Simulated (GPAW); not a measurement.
# Ni (Fm-3m) in GPAW: a series of runs

One crystal, Ni, is run at these levels: BLYP+D4, PBE; tasks: relaxation of cell and atoms, single point.

Everything below comes from runs of GPAW 26.7.0. Logs are shortened: lines on timing, memory, paths and dates and some standing lists are left out, and cuts for length are marked. The log counts tension as positive stress, the text compression.

**1. The structure**

It takes space group Fm-3m (No. 225, cubic). The conventional cell has a = 3.475 Å, b = 3.475 Å, c = 3.475 Å, α = 90.00°, β = 90.00°, γ = 90.00°. Ni (site symmetry m-3m) is surrounded by 12 Ni at 2.46 Å.

**2. Relaxation of cell and atoms, BLYP+D4, collinear spin, ferromagnetic start**

The input, run.py:

```python
from ase.calculators.mixing import SumCalculator
from ase.filters import FrechetCellFilter
from ase.io import read, write
from ase.optimize import BFGS
from dftd4.ase import DFTD4
from gpaw import GPAW, PW, setup_paths

setup_paths.insert(0, '.')

atoms = read('POSCAR')
atoms.set_initial_magnetic_moments([1.0])

calc = GPAW(mode=PW(600),
            xc='BLYP',
            kpts={'size': (13, 13, 13), 'gamma': True},
            occupations={'name': 'fermi-dirac', 'width': 0.05},
            nbands=17,
            convergence={'density': 1e-05, 'forces': 0.0001},
            eigensolver='davidson',
            maxiter=150,
            txt='gpaw.txt')
atoms.calc = SumCalculator([calc, DFTD4(method='blyp')])
opt = BFGS(FrechetCellFilter(atoms), trajectory='relax.traj', logfile='-')
done = opt.run(fmax=0.01, steps=60)
calc.write('gs.gpw')
write('result.traj', atoms)
print('Converged:', done)
print('Cell:', atoms.cell.cellpar().round(4))
print('Volume:', round(atoms.get_volume(), 4))
print(atoms.get_scaled_positions().round(5))
```

The input, POSCAR:

```
Ni
1.0
    0.0000000000      1.7375729330      1.7375729330
    1.7375729330      0.0000000000      1.7375729330
    1.7375729330      1.7375729330      0.0000000000
Ni
1
Direct
    0.0000000000      0.0000000000      0.0000000000
```

Potentials or basis: PAW data sets generated in the run's folder for this functional, pw.

Launch:

```console
> gpaw-setup -f BLYP Ni
> OMP_NUM_THREADS=1 python run.py
```

gpaw.txt:

```text
__  _  _
 | _ |_)|_||  |
 |__||  | ||/\| - 26.7.0

Input parameters:
  mode=PW(ecut=600.0),
  convergence={'density': 1e-05, 'forces': 0.0001},
  eigensolver=Davidson(niter=2),
  kpts=MonkhorstPack(size=(13, 13, 13), gamma=True),
  maxiter=150,
  nbands=17,
  occupations=Occupations(name='fermi-dirac', width=0.05),
  xc=XC(name='BLYP')

Diagonalizing LCAO Hamiltonian
Converting LCAO to pw mode

       Ni

Atoms  # Å, Bohr magnetons
|   | symbol |        x |        y |        z |    initial magnetic moments |
|---|--------|----------|----------|----------|-----------------------------|
| 0 |     Ni | 0.000000 | 0.000000 | 0.000000 | ( 0.0000,  0.0000,  1.0000) |

Unit cell  # Å
| periodic |        x |        y |        z |  lengths |    angles |
|----------|----------|----------|----------|----------|-----------|
|      yes | 0.000000 | 1.737573 | 1.737573 | 2.457299 | 60.000000 |
|      yes | 1.737573 | 0.000000 | 1.737573 | 2.457299 | 60.000000 |
|      yes | 1.737573 | 1.737573 | 0.000000 | 2.457299 | 60.000000 |

Number of symmetries: 48
Symmetry operations  # r_c * U_cc + t_c -> r_c
|    | kind |            matrix            |
|----|------|------------------------------|
|  0 |  σ   |  1, 0, 0,  1, 0,-1,  1,-1, 0 |
|  1 |  C2  |  1, 0, 0,  1,-1, 0,  1, 0,-1 |
|  2 |  E   |  1, 0, 0,  0, 1, 0,  0, 0, 1 |
|  3 |  σ   |  1, 0, 0,  0, 0, 1,  0, 1, 0 |
|  4 |  C4  |  1, 0,-1,  1, 0, 0,  1,-1, 0 |
|  5 |  S6  |  1, 0,-1,  1,-1, 0,  1, 0, 0 |
|  6 |  σ   |  1, 0,-1,  0, 1,-1,  0, 0,-1 |
|  7 |  C3  |  1, 0,-1,  0, 0,-1,  0, 1,-1 |
|  8 |  S6  |  1,-1, 0,  1, 0, 0,  1, 0,-1 |
[... 149 lines left out ...]
SCF iterations
|iter     | |      energy | eigst |  dens |force |  magmom |
|---------|-|-------------|-------|-------|------|---------|
|iter:   1| |   -6.186545 | -0.08 |       |      |  +1.0009|
|iter:   2| |   -6.190872 | -1.35 | -1.36 |      |  +0.9828|
|iter:   3| |   -6.240310 | -2.62 | -1.42 |      |  +0.8061|
|iter:   4| |   -6.255262 | -3.17 | -1.70 |      |  +0.6303|
|iter:   5| |   -6.255443 | -4.93 | -3.00 |      |  +0.6292|
|iter:   6| |   -6.255577c| -5.69 | -3.23 |      |  +0.6234|
|iter:   7| |   -6.255568c| -6.63 | -3.40 |      |  +0.6224|
|iter:   8| |   -6.255575c| -7.61c| -4.04 |      |  +0.6228|
|iter:   9| |   -6.255578c| -8.37c| -4.50 |      |  +0.6229|
|iter:  10| |   -6.255579c| -8.74c| -5.09c|      |  +0.6229|
|iter:  11| |   -6.255579c|-10.00c| -5.38c|-23.90c|  +0.6229|

Converged in 11 steps
Energy contributions relative to reference atoms: (reference = -41377.523449)

Energy contributions:
  Kinetic:          12.404891
  Coulomb:          -9.562312
  Zero:              0.042227
  External:          0.000000
  Xc:               -9.134494
  Entropy:          -0.011782
  Spinorbit:         0.000000
  ----------------------------
  Free energy:      -6.261470
[... 229 lines left out ...]
|iter:   1| |   -6.276921 |       |       |      |  +0.6229|
|iter:   2| |   -6.275558 | -5.02 | -2.20 |      |  +0.6226|
|iter:   3| |   -6.273542c| -4.89 | -2.29 |      |  +0.6220|
|iter:   4| |   -6.273560c| -5.66 | -2.96 |      |  +0.6224|
|iter:   5| |   -6.273615c| -5.13 | -3.10 |      |  +0.6233|
|iter:   6| |   -6.273616c| -6.86 | -3.87 |      |  +0.6235|
|iter:   7| |   -6.273616c| -7.96c| -3.97 |      |  +0.6238|
|iter:   8| |   -6.273616c| -9.60c| -4.72 |      |  +0.6238|
|iter:   9| |   -6.273616c|-10.01c| -4.84 |      |  +0.6238|
|iter:  10| |   -6.273616c|-11.92c| -6.15c|      |  +0.6238|
|iter:  11| |   -6.273616c|-13.06c| -6.85c|-25.75c|  +0.6238|

Converged in 11 steps
Energy contributions relative to reference atoms: (reference = -41377.523449)

Energy contributions:
  Kinetic:          11.597793
  Coulomb:          -8.926327
  Zero:              0.045732
  External:          0.000000
  Xc:               -8.984791
  Entropy:          -0.012048
  Spinorbit:         0.000000
  ----------------------------
  Free energy:      -6.279641
  Extrapolated:     -6.273616
[... 35 lines left out ...]
Stress tensor  # eV/Ang^3
|         x |         y |         z |
|-----------|-----------|-----------|
| -0.095846 | -0.000000 |  0.000000 |
| -0.000000 | -0.095846 |  0.000000 |
|  0.000000 |  0.000000 | -0.095846 |

Forces  # eV/Ang
|        x |       y |       z |
|----------|---------|---------|
| -0.00000 | 0.00000 | 0.00000 |  # Ni   0

Interpolating wave functions to new cell

       Ni

Atoms  # Å, Bohr magnetons
|   | symbol |        x |         y |         z |    initial magnetic moments |
|---|--------|----------|-----------|-----------|-----------------------------|
| 0 |     Ni | 0.000000 | -0.000000 | -0.000000 | ( 0.0000,  0.0000,  0.6558) |

Unit cell  # Å
| periodic |         x |         y |         z |  lengths |    angles |
|----------|-----------|-----------|-----------|----------|-----------|
|      yes | -0.000000 |  1.751966 |  1.751966 | 2.477654 | 60.000000 |
|      yes |  1.751966 | -0.000000 |  1.751966 | 2.477654 | 60.000000 |
|      yes |  1.751966 |  1.751966 | -0.000000 | 2.477654 | 60.000000 |

Number of symmetries: 48
Symmetry operations  # r_c * U_cc + t_c -> r_c
|    | kind |            matrix            |
|----|------|------------------------------|
|  0 |  σ   |  1, 0, 0,  1, 0,-1,  1,-1, 0 |
|  1 |  C2  |  1, 0, 0,  1,-1, 0,  1, 0,-1 |
|  2 |  E   |  1, 0, 0,  0, 1, 0,  0, 0, 1 |
|  3 |  σ   |  1, 0, 0,  0, 0, 1,  0, 1, 0 |
|  4 |  C4  |  1, 0,-1,  1, 0, 0,  1,-1, 0 |
|  5 |  S6  |  1, 0,-1,  1,-1, 0,  1, 0, 0 |
|  6 |  σ   |  1, 0,-1,  0, 1,-1,  0, 0,-1 |
|  7 |  C3  |  1, 0,-1,  0, 0,-1,  0, 1,-1 |
|  8 |  S6  |  1,-1, 0,  1, 0, 0,  1, 0,-1 |
[... 149 lines left out ...]
SCF iterations
|iter     | |      energy | eigst |  dens |force |  magmom |
|---------|-|-------------|-------|-------|------|---------|
|iter:   1| |   -6.283123 |       |       |      |  +0.6238|
|iter:   2| |   -6.282680 | -5.32 | -2.44 |      |  +0.6236|
|iter:   3| |   -6.282037c| -5.36 | -2.53 |      |  +0.6233|
|iter:   4| |   -6.282042c| -6.17 | -3.21 |      |  +0.6235|
|iter:   5| |   -6.282060c| -5.62 | -3.34 |      |  +0.6240|
|iter:   6| |   -6.282061c| -7.34 | -4.11 |      |  +0.6241|
|iter:   7| |   -6.282061c| -8.43c| -4.21 |      |  +0.6243|
|iter:   8| |   -6.282061c|-10.08c| -4.96 |      |  +0.6243|
|iter:   9| |   -6.282061c|-10.47c| -5.07c|      |  +0.6243|
|iter:  10| |   -6.282061c|-12.37c| -6.40c|-25.78c|  +0.6243|

Converged in 10 steps
Energy contributions relative to reference atoms: (reference = -41377.523449)

Energy contributions:
  Kinetic:          11.162095
  Coulomb:          -8.582874
  Zero:              0.047635
  External:          0.000000
  Xc:               -8.902818
  Entropy:          -0.012199
  Spinorbit:         0.000000
  ----------------------------
  Free energy:      -6.288160
  Extrapolated:     -6.282061
[... 35 lines left out ...]
Stress tensor  # eV/Ang^3
|         x |         y |         z |
|-----------|-----------|-----------|
| -0.082401 | -0.000000 | -0.000000 |
| -0.000000 | -0.082401 | -0.000000 |
| -0.000000 | -0.000000 | -0.082401 |

Forces  # eV/Ang
|        x |       y |        z |
|----------|---------|----------|
| -0.00000 | 0.00000 | -0.00000 |  # Ni   0

# Writing to gs.gpw (mode='')
```

Run time: 44 s. Hardware: 1 thread of Intel Xeon Platinum 8488C (Sapphire Rapids), shared host; peak memory 0.17 GiB.

Results:

| Property | Result |
| --- | --- |
| Free energy | -7.1813 eV |
| Relaxed volume | 10.75 Å³/atom |
| Relaxed cell | a = 2.478 Å, b = 2.478 Å, c = 2.478 Å, α = 60.00°, β = 60.00°, γ = 60.00° |
| Space group after relaxing (to 0.05 Å) | Fm-3m (No. 225) |
| Energy gained by relaxing | 4.4 meV/atom |
| Ionic steps | 3 |
| Pressure after relaxing | 0.1 GPa |
| Band gap on the k mesh | none (metal or under the smearing width) |
| Net moment | 0.62 μB per cell |
| Site moments | Ni +0.66 μB |
| Dispersion energy per atom | -0.893 eV |

The path:
```csv
step,energy change (eV),largest force (eV/Å),pressure (GPa),volume (Å³)
1,0.0000,0.0000,5.64,10.49
2,-0.0039,0.0000,2.00,10.66
3,-0.0044,0.0000,0.07,10.75
```

Final structure:
```
Ni
1.0
     0.00000    1.75197    1.75197
     1.75197    0.00000    1.75197
     1.75197    1.75197    0.00000
Ni
1
Direct
  0.00000 0.00000 0.00000
```

Levels at points of the mesh, in eV from the Fermi level:
Spin up:
```
           k point  band 6  band 7  band 8  band 9  band 10  band 11
(0.00, 0.00, 0.00)   -2.53   -2.53   -1.31   -1.31    24.02    27.52
```
Spin down:
| k point | band 6 | band 7 | band 8 | band 9 | band 10 | band 11 |
| --- | --- | --- | --- | --- | --- | --- |
| (0.00, 0.00, 0.00) | -1.78 | -1.78 | -0.74 | -0.74 | 23.88 | 27.53 |

Caveat: each step starts from the last one's moments, so a moment once lost doesn't come back; the stock nickel data set gives pressures a few GPa off other programs; later steps reuse the first step's grids; pairwise dispersion overbinds metals, which lowers pressure and volume.

(Part 1 of 2 ends here.)
